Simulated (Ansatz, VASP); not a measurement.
# Two plane-wave programs on C

INCAR

```
ALGO     = Normal         # electronic algorithm
EDIFF    = 1E-7           # SCF threshold, eV
ENCUT    = 520            # plane-wave cutoff, eV
GGA      = PE             # functional
ISIF     = 2              # what is computed and relaxed
ISMEAR   = 0              # smearing method
IVDW     = 12             # dispersion correction
LASPH    = T              # aspherical terms in the spheres
LCHARG   = F              # write CHGCAR
LREAL    = F              # projectors in reciprocal space
LWAVE    = F              # write WAVECAR
NBANDS   = 11             # bands
NELM     = 100            # most SCF steps
PREC     = Accurate       # precision mode
SIGMA    = 0.05           # smearing width, eV
```

The input KPOINTS:

```
k-points
0
Gamma
  15 15 15
```

Contents of POSCAR:

```
C
1.0
    1.2222687308      0.7056771807      3.3334883167
   -1.2222687308      0.7056771807      3.3334883167
    0.0000000000     -1.4113543615      3.3334883167
C
2
Direct
    0.1703638699      0.1703638699      0.1703638699
    0.8296361301      0.8296361301      0.8296361301
```

Input for Ansatz:

```yaml
crystal:
  lattice:
    - [1.2222687308, 0.7056771807, 3.3334883167]
    - [-1.2222687308, 0.7056771807, 3.3334883167]
    - [0.0, -1.4113543615, 3.3334883167]
  atoms:
    - { symbol: C, position: [0.1703638699, 0.1703638699, 0.1703638699] }
    - { symbol: C, position: [0.8296361301, 0.8296361301, 0.8296361301] }
basis:
  ecutwfc: 520.0
kpoints:
  mp_grid: { grid: [15, 15, 15] }
hamiltonian:
  xc: pbe
  dispersion: d3bj
scf:
  occupations: { method: gaussian, width: 0.05 }
output:
  forces: true
  stress: true
  eigenvalues: true
```

Change from the starting cell: mode 4 frozen in at +0.038 Å, equal normal strain along x, y and z -0.0083.

Alike in both runs: task single point; functional PBE; dispersion D3(BJ); k mesh 15 × 15 × 15; occupations gaussian, width 0.05 eV; no spin polarisation.

|  | VASP | Ansatz |
| --- | --- | --- |
| version | VASP 6.6.1 | Ansatz 0.2.0 |
| potentials or method | VASP PAW PBE potentials, release 64 (C) | scalar-relativistic, plane waves, PAW |
| plane-wave cutoff (eV) | 520 | 520 |
| valence electrons in the cell | 8 | 8 |

```tsv
	VASP	Ansatz	Ansatz less VASP
gap on the k mesh at the Fermi level (eV)	0.56	0.55	0.000
least direct gap on the mesh (eV)	0.56	0.55	0.000
pressure (GPa)	7.9	7.4	-0.46
largest component of the traceless stress (GPa)	8.43	7.89	-0.536
rms of the force components (eV/Å)	0.717	0.719	+0.0023
```

Atom by atom the forces differ by 0.002 eV/Å (rms over components).

Caveats: an odd mesh through Γ misses points on the zone boundary, where band edges often lie; forces of over 1 eV/Å show positions far from the minimum, so gaps and moduli don't describe the material at rest.
